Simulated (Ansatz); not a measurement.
## The polar optical mode of RbBr, worked through

The calculation used DFT PBEsol, scalar-relativistic, plane waves, PAW in Ansatz. Plane waves to 420 eV; Γ-centred k mesh 6×6×6; fixed occupations. No spin polarisation. Phonons by linear response, acoustic sum rule imposed.

The cell is fixed (symmetry leaves no force on the atoms) and stands under -0.3 GPa:
```cif
data_structure
_symmetry_space_group_name_H-M 'Fm-3m'
_symmetry_Int_Tables_number 225
_cell_length_a 6.8968
_cell_length_b 6.8968
_cell_length_c 6.8968
_cell_angle_alpha 90.000
_cell_angle_beta 90.000
_cell_angle_gamma 90.000
_cell_volume 328.05
loop_
_atom_site_label
_atom_site_type_symbol
_atom_site_symmetry_multiplicity
_atom_site_Wyckoff_symbol
_atom_site_fract_x
_atom_site_fract_y
_atom_site_fract_z
_atom_site_occupancy
Rb1 Rb 4 a 0.00000 0.00000 0.00000 1
Br1 Br 4 b 0.50000 0.00000 0.00000 1
```

The cell is the ideal cubic rocksalt prototype.

Linear response gives ν_TO = 80.3 cm⁻¹, Born charges ±1.160 e (positive on Rb) and ε∞ = 2.557. The primitive cell holds 82.013 Å³, and the masses are 85.468 and 79.904 amu.

**Question.** Find ν_LO and the static dielectric constant.

**Answer.** The long-wave field adds a restoring force: ω_LO² − ω_TO² = Z*²e²/(ε_vac ε∞ μV). In these units ν_LO² − ν_TO² = 4.92064×10⁷ Z*²/(μ V ε∞) cm⁻², with μ = m₁m₂/(m₁ + m₂) = 41.296 amu: 7643 cm⁻². So ν_LO = √(80.3² + 7643) = 118.7 cm⁻¹, and the run gives 118.7. Lyddane–Sachs–Teller then gives ε0 = ε∞ (ν_LO/ν_TO)² = 5.58, against 5.58 in the run (it forms both from the same three quantities, so the match checks the arithmetic only). Between ν_TO and ν_LO the dielectric function is negative and an undamped crystal reflects fully: a reststrahlen band from 84.2 to 124.5 μm.

**Question.** What do the Clausius–Mossotti polarisability and the Szigeti charge come to?

**Answer.** With the Lorentz local field, α = (3V/4π)(ε∞ − 1)/(ε∞ + 2) = 6.69 Å³ for the pair, and e_S = 3Z*/(ε∞ + 2) = 0.76 e. The Born charge includes the electrons' response to the dipole's own local field, and e_S takes that enhancement out. The Lorentz field assumes point-like polarisable ions, a fair picture at this small ε∞.

**Question.** How strongly does a slow electron couple to the LO mode?

**Answer.** For one isotropic parabolic band, Fröhlich's constant is α_F = (1/ε∞ − 1/ε0) √(m* Ry/ħω_LO), with Ry = 13.606 eV, ħω_LO = 14.7 meV and m* in free-electron masses: α_F = 0.2120 × 30.40 × √m* = 6.44 √m*. The band mass isn't part of this run; for m* = 0.1, 0.3 and 1 it gives 2.04, 3.53, 6.44. In weak coupling the polaron lies α_F ħω_LO below the band edge (52 meV at m* = 0.3) with a mass m*(1 + α_F/6); past α_F of about 5 or 6 that expansion fails. A semilocal functional's ε∞ tends to be too large, which taken alone lowers α_F.

Cost: 1 run of about 0.15 core-minutes, on Intel Xeon 6975P-C (Granite Rapids) (shared hosts).